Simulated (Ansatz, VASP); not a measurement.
**Two plane-wave programs on Y**

```xyz
2
Lattice="3.5482 0.0000 0.0000 -1.7741 3.0729 0.0000 0.0000 0.0000 5.4940" Properties=species:S:1:pos:R:3 pbc="T T T"
Y     0.0000    2.0486    1.3735
Y     1.7741    1.0243    4.1205
```

Alike in both runs: functional LDA; k mesh 12 × 12 × 6; occupations gaussian, width 0.1 eV; no spin polarisation.

Ansatz relaxed the structure, and its values are those at the end. VASP's run is a single point on that final structure, the one shown.

```csv
,VASP,Ansatz
version,VASP 6.6.1,Ansatz 0.2.0
potentials or method,"VASP PAW LDA potentials, release 64 (Y_sv)","scalar-relativistic, plane waves, PAW"
plane-wave cutoff (eV),520,420
valence electrons in the cell,22,22
```

Ansatz gave:

- gap on the k mesh at the Fermi level (eV): none
- pressure (GPa): 0.0

Which values does VASP return?

gap on the k mesh at the Fermi level (eV): none; pressure (GPa): -0.1.

A gap of «none» marks a metal or a gap that the smearing closes. Ansatz warned: «pseudo_functional_mismatch».
